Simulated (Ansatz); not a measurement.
**Every step of a relaxation of Li (sc type)**

DFT, PBE, PAW with Ansatz's default frozen-core files, scalar-relativistic (Ansatz 0.2.0); a Γ-centred 16×16×16 k mesh, Fermi–Dirac smearing of 0.08 eV, no spin polarisation. The run relaxes cell and atoms at a target pressure of 16 GPa.

Command: `ansatz run input.yaml --threads 1 --pin off --max-ram 3584MiB --backend cpu --events-out ev --progress --plain --runs-dir out` It took 4 s on 1 thread of Intel(R) Xeon(R) Platinum 8375C CPU @ 2.90GHz (Ice Lake), on a shared host, peak memory 0.31 GiB.

PAW: frozen-core files, cutoff 420 eV; forces are relaxed below 0.005 eV/Å.

Each step lists its enthalpy F + pV a cell above the last geometry, the pressure, the cell vectors (Å), and Cartesian positions (Å) with forces (eV/Å).

The first step:

```
step 1  dH = 7.53 meV  P = 12.86 GPa
  cell 2.3301 0.0000 0.0000  0.0000 2.3301 0.0000  0.0000 0.0000 2.3301
  Li 0.0000 0.0000 0.0000   0.0000 0.0000 0.0000
```

The symmetry of the start is kept and no stability test is made, so the end need not be the stable phase.

Q: Where does the relaxation end, and by which steps?

A: After 4 geometries, with conventional a, b, c = 2.284, 2.284, 2.284 Å, at 11.912 Å³/atom (-5.85 % against the start) in space group Pm-3m, with a shortest distance of 2.284 Å. The further steps:
```
step 2  dH = 0.35 meV  P = 15.29 GPa
  cell 2.2936 0.0000 0.0000  0.0000 2.2936 0.0000  0.0000 0.0000 2.2936
  Li 0.0000 0.0000 0.0000   0.0000 0.0000 0.0000
step 3  dH = 0.00 meV  P = 16.03 GPa
  cell 2.2833 0.0000 0.0000  0.0000 2.2833 0.0000  0.0000 0.0000 2.2833
  Li 0.0000 0.0000 0.0000   0.0000 0.0000 0.0000
step 4  dH = 0.00 meV  P = 16.00 GPa
  cell 2.2838 0.0000 0.0000  0.0000 2.2838 0.0000  0.0000 0.0000 2.2838
  Li 0.0000 0.0000 0.0000   0.0000 0.0000 0.0000
step 5  dH = 0.02 meV  P = 16.00 GPa  (same geometry on a basis chosen anew; earlier energies don't compare to the last digit)
  cell 2.2838 0.0000 0.0000  0.0000 2.2838 0.0000  0.0000 0.0000 2.2838
  Li 0.0000 0.0000 0.0000   0.0000 0.0000 0.0000
```
